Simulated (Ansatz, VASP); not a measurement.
# Two plane-wave programs on Al

INCAR

```
SYSTEM = Al
PREC = Accurate
ENCUT = 600
EDIFF = 1E-6
ISMEAR = -1
SIGMA = 0.05
LREAL = .FALSE.
LASPH = .TRUE.
NELM = 80
ALGO = Fast
ISIF = 3
LWAVE = .FALSE.
LCHARG = .FALSE.
GGA = B5
ALDAX = 1.0
AGGAX = 1.0
AGGAC = 1.0
ALDAC = 0.0
IVDW = 12
VDW_S6 = 1.0
VDW_S8 = 2.6996
VDW_A1 = 0.4298
VDW_A2 = 4.2359
IBRION = 2
NSW = 40
EDIFFG = -0.02
```

The input KPOINTS:

```
Automatic mesh
0
G
  11 11 11
  0 0 0
```

File POSCAR:

```
Al
1.0
    0.0000000000      2.0248050000      2.0248050000
    2.0248050000      0.0000000000      2.0248050000
    2.0248050000      2.0248050000      0.0000000000
Al
1
Direct
    0.0000000000      0.0000000000      0.0000000000
```

Contents of input.yaml:

```yaml
crystal:
  lattice:
    - [0.0, 2.024805, 2.024805]
    - [2.024805, 0.0, 2.024805]
    - [2.024805, 2.024805, 0.0]
  atoms:
    - { symbol: Al, position: [0.0, 0.0, 0.0] }
hamiltonian:
  xc: blyp
  pseudopotentials: { kind: paw }
  dispersion: d3bj
kpoints:
  mp_grid: { grid: [11, 11, 11] }
scf:
  occupations: { method: fermi_dirac, width: 0.05 }
output:
  forces: true
  stress: true
  write_density: true
  write_potential: true
  elf: true
  volumetric_format: npy
relax:
  f_tol: 0.01
  max_steps: 40
  cell: { stress_tol: 0.05 }
```

Alike in both runs: task relaxation of cell and atoms; functional BLYP; dispersion D3(BJ); k mesh 11 × 11 × 11; occupations fermi-dirac, width 0.05 eV; no spin polarisation.

```csv
,VASP,Ansatz
version,VASP 6.6.1,Ansatz 0.2.0
potentials or method,"VASP PAW PBE potentials, release 64 (Al)",Ansatz PAW
plane-wave cutoff (eV),600,420
valence electrons in the cell,3,3
```

```csv
,VASP,Ansatz,Ansatz less VASP
"gap on the k mesh at the Fermi level, each at its own relaxed structure (eV)",none,none,-
relaxed volume (Å³/atom),15.54,15.50,-0.033
relaxed cell length with the largest relative difference (Å),2.801,2.799,-0.0020
energy change over the relaxation (meV/atom),-16,-17,-1.0
```

A gap of «none» marks a metal or a gap that the smearing closes.

Caveats: pairwise dispersion overbinds metals, which lowers pressure and volume; the PAW data sets were made with another functional, which shifts forces and pressure a little (VASP); the plane-wave basis is chosen anew once the cell has moved, so the energies of steps on either side of that aren't comparable (Ansatz); the PAW data sets come from PBE, with cores solved anew for the run's functional, which leaves a small shift of forces and pressure (Ansatz).
